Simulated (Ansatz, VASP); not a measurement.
**TiAl6 in VASP and in Ansatz**

```
Ti Al
1.0
     7.67658    0.00000    0.00000
    -3.83829    6.64811    0.00000
     0.00000    0.00000    2.85955
Ti Al
1 6
Direct
  0.00000 0.00000 0.00000
  0.33381 0.00000 0.50000
  0.66619 0.00000 0.50000
  0.00000 0.33381 0.50000
  0.00000 0.66619 0.50000
  0.66619 0.66619 0.50000
  0.33381 0.33381 0.50000
```

Change from the starting cell: species swapped into the SmC6 type (P6/mmm, No. 191).

Alike in both runs: functional PBE; k mesh 6 × 6 × 14; occupations gaussian, width 0.1 eV; no spin polarisation.

Ansatz relaxed the structure, and its values are those at the end. VASP's run is a single point on that final structure, the one shown.

|  | VASP | Ansatz |
| --- | --- | --- |
| version | VASP 6.6.1 | Ansatz 0.2.0 |
| potentials or method | VASP PAW PBE potentials, release 64 (Ti_sv, Al) | scalar-relativistic, plane waves, PAW |
| plane-wave cutoff (eV) | 520 | 420 |
| valence electrons in the cell | 30 | 30 |

|  | VASP | Ansatz | Ansatz less VASP |
| --- | --- | --- | --- |
| gap on the k mesh at the Fermi level (eV) | none | none | - |
| pressure (GPa) | 0.0 | 0.0 | +0.01 |

A gap of «none» marks a metal or a gap that the smearing closes.
